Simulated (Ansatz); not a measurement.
Set up this calculation in Ansatz 0.2.0, as the native input.

```yaml
Task: single point
Functional: PBE
Potentials_or_basis: Ansatz PAW
Cutoff: "420 eV (not typed: the program's choice for these potentials)"
k_mesh: 7 × 7 × 5
Occupations: gaussian, width 0.023 eV
Spin: collinear spin, ferromagnetic start
Starting_moments: "[0.0, 0.0, 4.0, 4.0] μB"
```

The system is MnSb.

```xyz
4
Lattice="4.1500 0.0000 0.0000 -2.0750 3.5940 0.0000 0.0000 0.0000 5.7800" Properties=species:S:1:pos:R:3 pbc="T T T"
Sb    2.0750    1.1980    4.3350
Sb    0.0000    2.3960    1.4450
Mn    0.0000    0.0000    2.8900
Mn    0.0000    0.0000    0.0000
```

One way to write it, as run:

input.yaml

```yaml
crystal:
  lattice:
    - [4.15, 0.0, 0.0]
    - [-2.075, 3.5940054257, 0.0]
    - [0.0, 0.0, 5.78]
  atoms:
    - { symbol: Sb, position: [0.6666666667, 0.3333333333, 0.75] }
    - { symbol: Sb, position: [0.3333333333, 0.6666666667, 0.25] }
    - { symbol: Mn, position: [0.0, 0.0, 0.5], spin: 4.0 }
    - { symbol: Mn, position: [0.0, 0.0, 0.0], spin: 4.0 }
hamiltonian:
  xc: pbe
  pseudopotentials: { kind: paw }
magnetization:
  spin_polarized: true
kpoints:
  mp_grid: { grid: [7, 7, 5] }
scf:
  occupations: { method: gaussian, width: 0.023 }
output:
  forces: true
  stress: true
  eigenvalues: true
```

Potentials or basis: Ansatz PAW.

Run with:

```bash
$ ansatz run input.yaml --threads 2 --pin off --max-ram 5632MiB --backend cpu --events-out ev --progress --plain --runs-dir out
```

It gave:

| Property | Result |
| --- | --- |
| Pressure | -3.4 GPa |
| Band gap on the k mesh | none (metal or under the smearing width) |
| Net moment | 6.68 μB per cell |
| Absolute moment | 7.57 μB per cell |
| Site moments | Sb -0.13; Mn +3.43 μB |

Caveat: only a ferromagnetic start was run, and an antiferromagnetic order may lie lower in energy.

Wall time 7.9 s on 2 threads of Intel(R) Xeon(R) Platinum 8259CL CPU @ 2.50GHz (Skylake/Cascade Lake), with other jobs on the host, peak memory 0.52 GiB.
